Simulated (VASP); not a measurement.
Crystal: BN.

```
N B
1.0
     0.00000    1.81300    1.81300
     1.81300    0.00000    1.81300
     1.81300    1.81300    0.00000
N B
1 1
Direct
  0.25000 0.25000 0.25000
  0.00000 0.00000 0.00000
```

The cell is a database's computed one.

```yaml
Program: VASP 6.6.1
Task: relaxation of cell and atoms
Functional: PBEsol
Dispersion: D3
Potentials_or_basis: VASP PAW PBE potentials, release 64 (N, B)
Cutoff: 600 eV
k_mesh: 13 × 13 × 13
Occupations: fermi-dirac, width 0.05 eV
Spin: no spin polarisation
```

At the start: pressure -8.3 GPa; volume 5.96 Å³/atom.

Question: Where does the relaxation end?

Answer: Over 3 steps the energy falls by 3.4 meV/atom and the volume is 5.83 Å³/atom (-2.2 %); space group F-43m (No. 216, to 0.05 Å).

The path:
```csv
step,energy change (eV),largest force (eV/Å),pressure (GPa),volume (Å³)
1,0.0000,0.0000,-8.31,11.92
2,0.0007,0.0000,9.37,11.39
3,-0.0069,0.0000,-0.01,11.66
```

Final structure:
```
N B
1.0
     0.00000    1.79974    1.79974
     1.79974    0.00000    1.79974
     1.79974    1.79974    0.00000
N B
1 1
Direct
  0.25000 0.25000 0.25000
  0.00000 0.00000 0.00000
```

Caveat: the PAW data sets were made with another functional, which shifts forces and pressure a little.
